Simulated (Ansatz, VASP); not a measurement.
# SiC: VASP beside Ansatz

INCAR

```
SYSTEM = SiC
ALGO = Normal ; EDIFF = 1E-6
ENCUT = 520 ; GGA = PS
ISIF = 2 ; ISMEAR = 0
LASPH = .TRUE. ; LCHARG = .FALSE.
LREAL = .FALSE. ; LWAVE = .FALSE.
NBANDS = 26 ; NELM = 100
PREC = Accurate ; SIGMA = 0.05
```

File KPOINTS:

```
k-points
0
G
  12 12 4
  0 0 0
```

The input POSCAR:

```
SiC
1.0
    3.1499000000      0.0000000000      0.0000000000
   -1.5749500000      2.7278934194      0.0000000000
    0.0000000000      0.0000000000     10.0758090153
Si C
4 4
Direct
    0.6666666667      0.3333333333      0.9378278494
    0.3333333333      0.6666666667      0.4378278494
    0.0000000000      0.0000000000      0.6878973398
    0.0000000000      0.0000000000      0.1878973398
    0.6666666667      0.3333333333      0.7498191768
    0.3333333333      0.6666666667      0.2498191768
    0.0000000000      0.0000000000      0.5004546340
    0.0000000000      0.0000000000      0.0004546340
```

Input for Ansatz:

```yaml
crystal:
  lattice:
    - [3.1499, 0.0, 0.0]
    - [-1.57495, 2.7278934194, 0.0]
    - [0.0, 0.0, 10.0758090153]
  atoms:
    - { symbol: Si, position: [0.6666666667, 0.3333333333, 0.9378278494] }
    - { symbol: Si, position: [0.3333333333, 0.6666666667, 0.4378278494] }
    - { symbol: Si, position: [0.0, 0.0, 0.6878973398] }
    - { symbol: Si, position: [0.0, 0.0, 0.1878973398] }
    - { symbol: C, position: [0.6666666667, 0.3333333333, 0.7498191768] }
    - { symbol: C, position: [0.3333333333, 0.6666666667, 0.2498191768] }
    - { symbol: C, position: [0.0, 0.0, 0.500454634] }
    - { symbol: C, position: [0.0, 0.0, 0.000454634] }
basis:
  ecutwfc: 520.0
kpoints:
  mp_grid: { grid: [12, 12, 4] }
hamiltonian:
  xc: pbesol
  pseudopotentials: { kind: paw, azcp: { folder: soft_1 } }
scf:
  occupations: { method: gaussian, width: 0.05 }
output:
  forces: true
  stress: true
  eigenvalues: true
```

Alike in both runs: task single point; functional PBEsol; k mesh 12 × 12 × 4; occupations gaussian, width 0.05 eV; no spin polarisation.

|  | VASP | Ansatz |
| --- | --- | --- |
| version | VASP 6.6.1 | Ansatz 0.2.0 |
| potentials or method | VASP PAW PBE potentials, release 64 (Si, C) | scalar-relativistic, plane waves, PAW |
| plane-wave cutoff (eV) | 520 | 520 |
| valence electrons in the cell | 32 | 32 |

Ansatz gave:

```
gap on the k mesh at the Fermi level (eV)       : 2.08
least direct gap on the mesh (eV)               : 3.18
pressure (GPa)                                  : -9.3
largest component of the traceless stress (GPa) : 7.75
rms of the force components (eV/Å)              : 0.116
```

Problem. Estimate VASP's values.

Solution. gap on the k mesh at the Fermi level (eV): 2.07; least direct gap on the mesh (eV): 3.17; pressure (GPa): -8.9; largest component of the traceless stress (GPa): 7.80; rms of the force components (eV/Å): 0.117.

Atom by atom the forces differ by 0.002 eV/Å (rms over components). Ansatz warned: «pseudo_functional_mismatch».

Caveats: the PAW data sets were made with another functional, which shifts forces and pressure a little (VASP). A k mesh can miss the band edges.
